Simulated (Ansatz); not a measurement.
# TiAl3: H interstitial

Level of theory: Ansatz, DFT PBE, scalar-relativistic, plane waves, PAW. Run with 420 eV cutoff, 5×5×5 k-mesh, Gaussian smearing of 0.10 eV, no spin polarisation.

Host crystal, relaxed:

```yaml
crystal:
  lattice:
    - [3.97973, 0.00000, 0.00000]
    - [0.00000, 3.97973, 0.00000]
    - [0.00000, 0.00000, 3.97973]
  atoms:
    - { symbol: Ti, position: [0.00000, 0.00000, 0.00000] }
    - { symbol: Al, position: [0.50000, 0.50000, 0.00000] }
    - { symbol: Al, position: [0.50000, 0.00000, 0.50000] }
    - { symbol: Al, position: [0.00000, 0.50000, 0.50000] }
```

Supercell of 16 atoms, rows in host cell vectors: -1 1 1; 1 -1 1; 1 1 -1. Atoms relax at the host's cell, keeping the symmetry that the supercell leaves at the site. The cell is small, so energies carry finite-size errors of tenths of an eV. The host is a metal.

Defect: H interstitial at (0.000, 0.000, 0.500) of the host cell, charge 0.

Problem. Give the relaxed supercell.

Solution.
```
Ti Al H
1.0
    -3.97973    3.97973    3.97973
     3.97973   -3.97973    3.97973
     3.97973    3.97973   -3.97973
Ti Al H
4 12 1
Cartesian
  0.0000 0.0000 3.9187
  0.0000 0.0000 0.0610
  3.9797 0.0000 0.0000
  0.0000 3.9797 0.0000
  1.9899 1.9899 0.0000
  1.9899 1.9899 3.9797
  -1.9899 1.9899 3.9797
  1.9899 -1.9899 3.9797
  2.0697 0.0000 1.9899
  -2.0148 3.9797 1.9899
  2.0148 3.9797 1.9899
  1.9100 3.9797 -1.9899
  0.0000 2.0697 1.9899
  3.9797 -2.0148 1.9899
  3.9797 1.9100 -1.9899
  3.9797 2.0148 1.9899
  0.0000 0.0000 1.9899
```
Around the defect: 2 Ti at 1.93 Å, 4 Al at 2.07 Å. The run ended with a moment of 0.00 μB (no spin polarisation).

This form isn't the usual stable structure of the compound.

Cost: 2 runs of about 2.9 core-minutes in all, on Intel Xeon Processor @ 2.70GHz (shared hosts).